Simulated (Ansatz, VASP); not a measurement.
Ru: VASP beside Ansatz

```
Ru
1.0
     2.79167    0.00000    0.00000
    -1.39584    2.41766    0.00000
     0.00000    0.00000    4.07361
Ru
2
Direct
  0.33333 0.66667 0.25000
  0.66667 0.33333 0.75000
```

Alike in both runs: task single point; functional PBEsol; k mesh 21 × 21 × 12; occupations gaussian, width 0.15 eV; no spin polarisation.

|  | VASP | Ansatz |
| --- | --- | --- |
| version | VASP 6.6.1 | Ansatz 0.2.0 |
| potentials or method | VASP PAW PBE potentials, release 64 (Ru_pv) | scalar-relativistic, plane waves, PAW |
| plane-wave cutoff (eV) | 520 | 420 |
| valence electrons in the cell | 28 | 32 |

VASP gave:

```
gap on the k mesh at the Fermi level (eV)       : none
pressure (GPa)                                  : -7.0
largest component of the traceless stress (GPa) : 21.18
```

**Question.** What did Ansatz give for the same quantities?

**Answer.** gap on the k mesh at the Fermi level (eV): none; pressure (GPa): -6.9; largest component of the traceless stress (GPa): 21.22.

A gap of «none» marks a metal or a gap that the smearing closes. With one functional, cell and mesh, what is left measures potentials, basis and numerics. The two sets of potentials don't hold the same shells in valence. Ansatz warned: «pseudo_functional_mismatch».

Caveats: the PAW data sets were made with another functional, which shifts forces and pressure a little (VASP).
